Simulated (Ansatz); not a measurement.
# TiO: the cost of one run

Method: DFT r2SCAN, scalar-relativistic, plane waves, PAW, in Ansatz 0.2.0.

1 further run of the same task is left out (set aside as unsound or not needed).

**1. Starting point**

The structure is cubic, space group Pm-3m (No. 221). Conventional cell: a = 4.079 Å, b = 4.079 Å, c = 4.079 Å, α = 90.00°, β = 90.00°, γ = 90.00°. Ti (site symmetry 4/mmm) has 4 O at 2.04 Å as nearest neighbours. Around O (site symmetry 4/mmm) lie 4 Ti at 2.04 Å.

Coordinates:

```
CELL_PARAMETERS angstrom
4.07909 0.00000 0.00000
0.00000 4.07909 0.00000
0.00000 0.00000 4.07909
ATOMIC_POSITIONS crystal
Ti 0.50000 0.50000 0.00000
Ti 0.00000 0.50000 0.50000
Ti 0.50000 0.00000 0.50000
O 0.00000 0.50000 0.00000
O 0.50000 0.00000 0.00000
O 0.00000 0.00000 0.50000
```

It goes back to an entry of the Materials Project, which need not be the stable form.

This cell was relaxed beforehand with the same method: volume 11.31 Å³/atom, gap on the mesh none (metal).

**2. Level of theory: r2SCAN**

File input.yaml:

```yaml
crystal:
  lattice:
    - [4.0790869928, 0.0, 0.0]
    - [0.0, 4.0790869928, 0.0]
    - [0.0, 0.0, 4.0790869928]
  atoms:
    - { symbol: Ti, position: [0.5, 0.5, 0.0], spin: 1.0 }
    - { symbol: Ti, position: [0.0, 0.5, 0.5] }
    - { symbol: Ti, position: [0.5, 0.0, 0.5] }
    - { symbol: O, position: [0.0, 0.5, 0.0] }
    - { symbol: O, position: [0.5, 0.0, 0.0] }
    - { symbol: O, position: [0.0, 0.0, 0.5] }
basis:
  ecutwfc: 500
kpoints:
  mp_grid: { grid: [10, 10, 10] }
  band_path:
    path:
      - [[0.0, 0.0, 0.0], [0.0, 0.5, 0.0], [0.5, 0.5, 0.0], [0.0, 0.0, 0.0], [0.5, 0.5, 0.5], [0.0, 0.5, 0.0]]
      - [[0.5, 0.5, 0.5], [0.5, 0.5, 0.0]]
    npoints: 14
hamiltonian:
  xc: r2scan
scf:
  occupations: { method: gaussian, width: 0.1 }
  n_extra_bands: 15
output:
  forces: true
  stress: true
  eigenvalues: true
  populations: true
  dos: { projected: true, de: 0.02, nscf_kmesh: { grid: [15, 15, 15] } }
  bader: true
magnetization:
  spin_polarized: true
```

Started as:

```bash
> ansatz run input.yaml --threads 1 --pin off --max-ram 2560MiB --backend cpu --events-out ev --progress --plain --runs-dir out
```

What time and memory should one allow on 1 thread of AMD EPYC 9R45 (Zen 5), shared host?

About 100 s, with a peak of 1.2 GiB.
